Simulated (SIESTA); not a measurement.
Runs of SIESTA 5.4.2 on GaN. The structure is hexagonal, space group P6_3mc (No. 186). Conventional cell: a = 3.180 Å, b = 3.180 Å, c = 5.166 Å, α = 90.00°, β = 90.00°, γ = 120.00°. Ga (site symmetry 3m) has 4 N at 1.94 to 1.95 Å as nearest neighbours. N (site symmetry 3m) has 4 Ga at 1.94 to 1.95 Å as nearest neighbours. 

```tsv
task	level	potentials or basis	spin	cell	k mesh	optimiser	force tolerance	broadening (eV)	window to (eV)	polarisation	gap on the mesh (eV)	pressure (GPa)	relaxed volume (Å³/atom)	largest force (eV/Å)
band structure	LDA	PseudoDojo 0.4 standard (PBE files, fully relativistic), DZP (energy shift 0.002 Ry; radii capped at 9.5 bohr)	non-collinear, zero start, SOC	as given	8 × 8 × 4	-	-	-	-	-	1.79	0.4	-	0.11
relaxation of cell and atoms	SOGGA	PseudoDojo 0.4 standard (PBEsol files), DZP (energy shift 0.002 Ry; radii capped at 9.5 bohr)	off	relaxed	10 × 10 × 5	CG	0.01 eV/Å	-	-	-	(b)	0.0	11.54	0.01
optical spectrum	LDA	PseudoDojo 0.4 standard (LDA files), DZP (energy shift 0.002 Ry; radii capped at 9.5 bohr)	off	as given	8 × 8 × 4	-	-	0.2 eV	40 eV	unpolarized	2.03	(a)	-	0.12
relaxation of cell and atoms	vdW-DF2	PseudoDojo 0.4 standard (PBE files), DZP (energy shift 0.002 Ry; radii capped at 9.5 bohr)	off	relaxed	10 × 10 × 5	CG	0.01 eV/Å	-	-	-	1.08	-0.1	12.79	-
```

Alike in all rows: smearing fermi-dirac 0.05 eV; grid cutoff 800 Ry; energy shift 0.002 Ry.

Fill in the values left out.

(a) -0.5; (b) 1.78.

Caveats: semicore shells carry a single zeta, which can move pressures by several GPa and volumes by a few percent; the basis of atomic orbitals isn't converged, which shifts pressures, moduli and gaps; the potentials were made for another functional, which shifts forces and pressure (some runs); an odd mesh through Γ misses points on the zone boundary, where band edges often lie (some runs); the basis holds too few empty states to meet the f-sum rule, so the spectrum is short of weight at high energy (some runs); spectra need much finer meshes, so this one isn't converged (some runs); independent-particle spectra lack excitons (some runs).

A k mesh can miss the band edges, and rows without SOC leave out spin-orbit coupling on Ga.

Runs at the PBE level aren't shown here.
